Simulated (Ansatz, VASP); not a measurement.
One calculation of Si, two programs

```xyz
2
Lattice="0.0000 2.7108 2.7108 2.7108 0.0000 2.7108 2.7108 2.7108 0.0000" Properties=species:S:1:pos:R:3 pbc="T T T"
Si    4.0661    4.0661    4.0661
Si    2.7108    2.7108    2.7108
```

Alike in both runs: functional PBE; dispersion D3(BJ); k mesh 12 × 12 × 12; occupations gaussian, width 0.02 eV; no spin polarisation.

Ansatz relaxed the structure, and its values are those at the end. VASP's run is a single point on that final structure, the one shown.

|  | VASP | Ansatz |
| --- | --- | --- |
| version | VASP 6.6.1 | Ansatz 0.2.0 |
| potentials or method | VASP PAW PBE potentials, release 64 (Si) | scalar-relativistic, plane waves, PAW |
| plane-wave cutoff (eV) | 520 | 420 |
| valence electrons in the cell | 8 | 8 |

VASP gave:

- gap on the k mesh at the Fermi level (eV): 0.56
- least direct gap on the mesh (eV): 2.57
- pressure (GPa): -0.1

Question: Which values does Ansatz return?

Answer: gap on the k mesh at the Fermi level (eV): 0.56; least direct gap on the mesh (eV): 2.56; pressure (GPa): 0.0.

A k mesh can miss the band edges. As with any semilocal functional, this PBE gap is likely too small.
